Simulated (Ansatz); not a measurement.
# Electron scattering at the Σ3 (112) boundary in bcc W with Ru (substitutional), part 2 of 2

How much does the Σ3 (112) boundary in bcc W with Ru (substitutional) reflect electrons?

Ansatz 0.2.0; Ansatz plane-wave DFT, PBE, PAW files; relaxation of a bicrystal slab with its lowest layers held; PAW set soft_1 (the session's first sound run).

So far. Step 2 (Relaxing the bicrystal): The largest force component on a free atom ends at 0.024 eV/Å, under the tolerance of 0.03, after 13 steps.

### 3. Transmission across the boundary

Bulk layers of each grain are laid under and over the relaxed boundary, and a lead is named in the middle of each, away from the free faces. The mesh across the current, 22×14, is finer than the density's, because channels open and close sharply across the zone. Energies from -0.1 to 0.1 eV in steps of 0.05 eV are too few for the program's thermal sum, so it prints no conductance; for a metal the transmission near the Fermi level serves, at a fraction of the cost.

This step: Ansatz plane-wave DFT, PBE, PAW files; ballistic transport by layer matching (Landauer), zero bias; boundary relaxed in a short slab, bulk layers laid on; PAW set soft_1 (Ansatz 0.2.0).

System of this step: Σ3 (112) boundary in bcc W with Ru (substitutional). The cell holds 34 atoms: 33 W and 1 Ru. Its edges and angles: a = 2.741 Å, b = 4.476 Å, c = 50.684 Å, α = 90.0°, β = 90.0°, γ = 90.0°. It derives from W. Regions: lower grain, 14 atoms (14 W); boundary, 9 atoms (8 W and 1 Ru); upper grain, 11 atoms (11 W). Vacuum lies along c.

input.yaml reads:

```yaml
crystal:
  lattice:
    - [2.7407971979, 0.0, 0.0]
    - [0.0, 4.4757030822, 0.0]
    - [0.0, 0.0, 50.6842669345]
  atoms:
    - { symbol: W, position: [-6.0000000002, -9.0, 0.0789199537] }
    - { symbol: W, position: [-5.6666666669, -8.5, 0.104411576] }
    - { symbol: W, position: [-5.3333333335, -8.0, 0.1299031983] }
    - { symbol: W, position: [-5.0000000002, -7.5, 0.1553948206] }
    - { symbol: W, position: [-4.6666666669, -7.0, 0.1808864429] }
    - { symbol: W, position: [-4.3333333335, -6.5, 0.2063780652] }
    - { symbol: W, position: [-4.0000000002, -6.0, 0.2318696876] }
    - { symbol: W, position: [-3.6666666668, -5.5, 0.2573613099] }
    - { symbol: W, position: [-3.3333333335, -5.0, 0.2828529322] }
    - { symbol: W, position: [-3.0000000001, -4.5, 0.3083445545] }
    - { symbol: W, position: [-2.6666666668, -4.0, 0.3338361768] }
    - { symbol: W, position: [-2.3333333334, -3.5, 0.3593277991] }
    - { symbol: W, position: [-2.0000000001, -3.0, 0.3848194214] }
    - { symbol: W, position: [-1.6666666667, -2.5, 0.4103110437] }
    - { symbol: W, position: [0.6666666666, 0.0, 0.435802666] }
    - { symbol: W, position: [0.9955647043, 0.5, 0.4614808832] }
    - { symbol: W, position: [0.3233829242, 0.0, 0.4874111023] }
    - { symbol: W, position: [0.6531376997, 0.5, 0.5127941205] }
    - { symbol: Ru, position: [-0.0332523002, 0.0, 0.5372500204] }
    - { symbol: W, position: [0.4379272401, 0.5, 0.5641124981] }
    - { symbol: W, position: [0.0995943832, 0.0, 0.5893637083] }
    - { symbol: W, position: [0.767514699, 0.5, 0.6152069167] }
    - { symbol: W, position: [0.4434017673, 0.0, 0.6406722009] }
    - { symbol: W, position: [-1.8899315661, -2.5, 0.6661638232] }
    - { symbol: W, position: [-2.2232648994, -3.0, 0.6916554455] }
    - { symbol: W, position: [-2.5565982327, -3.5, 0.7171470678] }
    - { symbol: W, position: [-2.8899315661, -4.0, 0.7426386901] }
    - { symbol: W, position: [-3.2232648994, -4.5, 0.7681303124] }
    - { symbol: W, position: [-3.5565982328, -5.0, 0.7936219348] }
    - { symbol: W, position: [-3.8899315661, -5.5, 0.8191135571] }
    - { symbol: W, position: [-4.2232648995, -6.0, 0.8446051794] }
    - { symbol: W, position: [-4.5565982328, -6.5, 0.8700968017] }
    - { symbol: W, position: [-4.8899315662, -7.0, 0.895588424] }
    - { symbol: W, position: [-5.2232648995, -7.5, 0.9210800463] }
kpoints:
  mp_grid: { grid: [9, 6, 1] }
hamiltonian:
  xc: pbe
  pseudopotentials: { kind: paw, azcp: { folder: soft_1 } }
scf:
  occupations: { method: fermi_dirac, width: 0.1 }
output:
  transmission:
    leads: [[8, 9], [27, 28]]
    kmesh: [22, 14]
    e_range: [-0.1, 0.1]
    de: 0.05
  write_potential: true
  write_density: true
  volumetric_format: npy
  elf: true
```

The run is started by

```sh
$ ansatz run input.yaml --threads 4 --pin off --max-ram 15360MiB --backend cpu --events-out ev --progress --plain --runs-dir out
```

Numbers of over 12 decimals in the logs are rounded to 6 here.

Output:

```text
[...]
Crystal: 34 atoms, lattice volume = 621.744 Å³
Basis set: ecut = 420 eV, 12247 PW (Γ)
Bands: 287, of which v1, the nominal top of the filled ones, is band 239 counted from 1 (238 counted from 0)
Symmetry: 2 space group operations
[...]
k-points: 20 of 54 (time reversal used)
[...]
SCF iter   1: F=—  HF=-348619.656180 eV  |F-HF|=—  |Δ(HF+E_count)|=         —  Δρ=7.37e-2  dr2=2.39e2  ethr=3.10e-3  ⟨swp⟩=6.3  Hψ=22916  notcnv=0
[...]
SCF iter  12: F=-348608.150616 eV  HF=-348608.150616 eV  |F-HF|=4.47e-8  |Δ(HF+E_count)|=   3.39e-8  Δρ=1.31e-6  dr2=6.55e-8  ethr=2.09e-11  ⟨swp⟩=12.9  Hψ=16994  notcnv=0
SCF 1 converged in 12 iterations: F = -348608.150616 eV  dr2 = 6.55e-8
[...]
transmission: 397 of 3936 steps passed
transmission: 791 of 3936 steps passed
[...]
transmission: 3936 of 3936 steps passed
WARN: The output density's exchange-correlation potential varies sharply where the density is thin. Do not read a vacuum level from v_tot or v_xc, or from such a field of the output density. On a cell that repeats whose density bears no net charge and no dipole along the vacuum's axis use v_es (v_loc + v_h of the components); under efield.dipole_correction with no amplitude use v_es + v_field, which holds any externa [...]
SCF converged after 12 iterations
Free energy (F): -348608.150616 eV
[...]
Internal energy: -348607.577966 eV  (E = F + TS)
E sigma→0 (E₀):  -348607.864291 eV
Entropy (-TS):   -0.572650 eV (-16.843 meV/atom)
Fermi energy:    18.799751 eV
[...]
--- Band table (eV; the first three rows and the last of 20) ---
  k-point 0: bands = [... 235 lower, 18.0455, 18.0674, 18.1443, 18.3374, 18.4764, 18.4915, 18.5154, 18.7741, ... 44 higher]
  k-point 1: bands = [... 235 lower, 18.0174, 18.0896, 18.1085, 18.2735, 18.3331, 18.3762, 18.4932, 18.5596, ... 44 higher]
  k-point 2: bands = [... 235 lower, 18.4938, 18.5640, 18.6728, 18.7185, 18.7411, 18.9482, 19.0219, 19.1814, ... 44 higher]
  k-point 19: bands = [... 235 lower, 18.8200, 18.9825, 19.0875, 19.1228, 19.2044, 19.3057, 19.3433, 19.3947, ... 44 higher]
--- Transmission ---
  basis      : 107 plane waves across, 41 finite elements along
  points     : 96, standing for a mesh of 22 x 14
  energies   : 5 from -0.100000 to 0.100000 eV about the Fermi level, 0.050000 eV apart; the leads are filled to 0.000000 eV, and channels, transmission and decay are at 0.000000 eV
  crystal 0  : W2, at the sites [8, 9], period 2.5840 Å, over 19.38 Å; its Hamiltonian steps by up to 4.2 meV
    offset         : up to 0.0000 Å between an atom of the period and one for which it stands
    channels       : 1.428571e0 a spin
    conductance    : none, the energies end too early or step too widely for 300 K: set another output.transmission.e_range or a lower de, or, where they end at an eighth of basis.ecutwfc, a higher one
    slowest decay  : 0.0600 /Å at (0.2273, 0.2143)
[...]
channels       : 1.428571e0 a spin
[...]
slowest decay  : 0.0621 /Å at (0.2273, 0.2143)
  junction   : crystal 0 to crystal 1, 13.69 to 38.29 Å
    transmission   : 7.110237e-1 a spin
[...]
```

Run time: 5.3 min. Hardware: 4 threads of Intel Xeon Platinum 8259CL at 2.50GHz (Skylake/Cascade Lake), shared host; peak memory 5.8 GiB; 20 min of CPU time.

This step gave:

| Quantity | Value |
| --- | --- |
| free energy | -348608.1506 eV |
| energy at zero smearing | -348607.8643 eV |
| Fermi energy | 18.80 eV |
| cell area | 12.27 Å² |
| transmission per spin nearest the Fermi level | 0.7110 |
| open channels per spin nearest the Fermi level | 1.429 |
| open channels per spin, upper lead | 1.429 |
| step of the lead's potential | 4.2 meV |
| step of the upper lead's potential | 17 meV |

Per spin. Table of transmission, zone mean by energy, zero at the Fermi level:

```
energy (eV)  transmission, zone mean
    -0.1000                    0.716
    -0.0500                    0.706
     0.0000                    0.711
     0.0500                    0.707
     0.1000                    0.708
```

Per spin. Open channels, zone mean against energy, zero at the Fermi level:

```
energy (eV)  lead  upper lead
    -0.1000  1.44        1.44
    -0.0500  1.42        1.44
     0.0000  1.43        1.43
     0.0500  1.49        1.49
     0.1000  1.51         1.5
```

Transmission over k1 and k2. At 0.0000 eV from the Fermi level.

Ten even steps from '0' (0.00) to '9' (1.99):
```
5541656524999425656145
4302344100181001443203
1123221233333332122321
2334400034444430004433
1244421122121221124442
4313573221565122375313
6630593432666234395036
4313573221565122375313
1244421122121221124442
2334400034444430004433
1123221233333332122321
4302344100181001443203
5541656524999425656145
5510756650999056657015
```
Columns: k1 (b1) from -0.5 to 0.455; rows upwards: k2 (b2) from -0.5 to 0.429.

Open channels over k1 and k2. At 0.0000 eV from the Fermi level.

Ten even steps from '0' (0.00) to '9' (3.00):
```
9963666663666366666369
9633666330363033666336
3333363663333366363333
3333330333333333033333
3333333633333336333333
6633663663666366366336
6663663666666666366366
6633663663666366366336
3333333633333336333333
3333330333333333033333
3333363663333366363333
9633666330363033666336
9963666663666366666369
6660666660666066666066
```
Columns: k1 (b1) from -0.5 to 0.455; rows upwards: k2 (b2) from -0.5 to 0.429.

Electrostatic potential energy in the ca plane at fractional y = 0.000, with atoms of W and Ru within 0.2 Å of it. With pseudopotentials it is smooth inside the atoms' cores, unlike the true potential.

Ten even steps from '0' (-32 eV) to '9' (19 eV), each cell a mean:
```
51112687422479998899970000498521258999899985
73224886211169998899983001799865689986568984
97668985111158975568998547999988899962125885
99889996201268841136999999999988899841112787
98788998533589621114899999999754589831112799
85336899877899621114897546998411158851114899
62112799988999731126883001797211137975347999
41111699876899974458970000487311038998889997
```
Columns run along c (16.0 Å, from fractional 0.37 to 0.68 of the cell; values clipped at the 3rd and 97th percentile), rows up along a (2.7 Å). Atoms in or near the plane, at fractional coordinates: W at (0.38, 0.00), W at (0.44, 0.67), W at (0.49, 0.32), Ru at (0.54, 0.97), W at (0.59, 0.10), W at (0.64, 0.44).

ELF in the ca plane at fractional y = 0.000, with atoms of W and Ru within 0.2 Å of it. It is the smooth field of the valence electrons, not physical close to the nuclei.

Ten even steps from '0' (0.16) to '9' (0.69), each cell a mean:
```
28569332599402432223227778522499811443334512
05995234966822543323214776212145302312532325
11432324921942324410211332013333344117984335
53334521788933259960131111122223344158378332
42222330278423396384032111220046423278067233
24762033223243284195232332130389942249884045
49886035433353058984236776331761772324750132
59139333233123115741237767532872761432222420
```
Columns run along c (16.0 Å, from fractional 0.37 to 0.68 of the cell), rows up along a (2.7 Å). Atoms in or near the plane, at fractional coordinates: W at (0.38, 0.00), W at (0.44, 0.67), W at (0.49, 0.32), Ru at (0.54, 0.97), W at (0.59, 0.10), W at (0.64, 0.44).

Valence density in the ca plane at fractional y = 0.000, with atoms of W and Ru within 0.2 Å of it. It is the smooth field of the valence electrons, not physical close to the nuclei.

Ten even steps from '0' (0 e/Å³) to '9' (10 e/Å³), each cell a mean:
```
03553000122100000000003895100023200000000000
01321000355200000000001452000001000000000001
00000000355300000000000110000000000002321001
00000000245200013310000000000000000014542000
00000000011000025541000000000001000014552000
00110000000000025541000110000134310013431000
02442000000000013420001452000245510001110000
14553000000000001100004995100245410000000000
```
Columns run along c (16.0 Å, from fractional 0.37 to 0.68 of the cell), rows up along a (2.7 Å). Atoms in or near the plane, at fractional coordinates: W at (0.38, 0.00), W at (0.44, 0.67), W at (0.49, 0.32), Ru at (0.54, 0.97), W at (0.59, 0.10), W at (0.64, 0.44).

Over the solved energies the transmission per spin lies between 0.706 and 0.716, out of 1.46 channels of the lead on average (up to 1.51).

### 4. Specific resistance

This step: Ansatz plane-wave DFT, PBE, PAW files; ballistic transport by layer matching (Landauer), zero bias; specific resistance of the boundary; PAW set soft_1 (Ansatz 0.2.0).

Numbers from this step:

| Property | Result |
| --- | --- |
| area resistance | 1.144 fΩ m² |
| T over the leads' mean channel count | 0.4869 |

Averaged over the energies near the Fermi level, 48.7 % of the channels pass, which makes 1.14 fΩ m².

By hand, with T and the leads' channels N averaged over the energies near the Fermi level: RA = A (h/2e²)(1/T − ½[1/N₁ + 1/N₂]) = 12.27×10⁻²⁰ m² × 12 906 Ω × (1/0.7098 − ½[1/1.457 + 1/1.458]) = 1.14 fΩ m².

### 5. What came out

| Quantity | Value |
| --- | --- |
| specific resistance of the boundary | 1.14 fΩ m² |
| share of channels that pass | 0.487 |

In words: The boundary has a specific resistance of 1.1 fΩ m². The boundary reflects 51 % of the channels; 1.1 fΩ m² is 11×10⁻¹² Ω·cm². That equals the resistance of 21 nm of bulk W at 300 K (measured 5.44 µΩ cm, CRC Handbook of Chemistry and Physics, 84th ed., 2003, Electrical Resistivity of Pure Metals). One Ru in 12.3 Å² of boundary is a high coverage. In the relaxation the upper grain slid sideways by about 0.6 Å, so the result belongs to the position that it found, not to the starting one. Each plane of this narrow cell holds one atom, so the solute fills a whole plane. One starting structure was relaxed; another shift or atom count at the boundary may lie lower. Spin-orbit coupling is left out, which matters for W.

[Logs are printed without paths, hosts, clocks, repeated set-up lines and the standing remarks that a program may print on its own settings, such as how far it seeks lower states.]

[Hosts, paths, dates, database ids (printed as entryN), source tags and the programs' standing remarks are cut or masked in the printed files.]
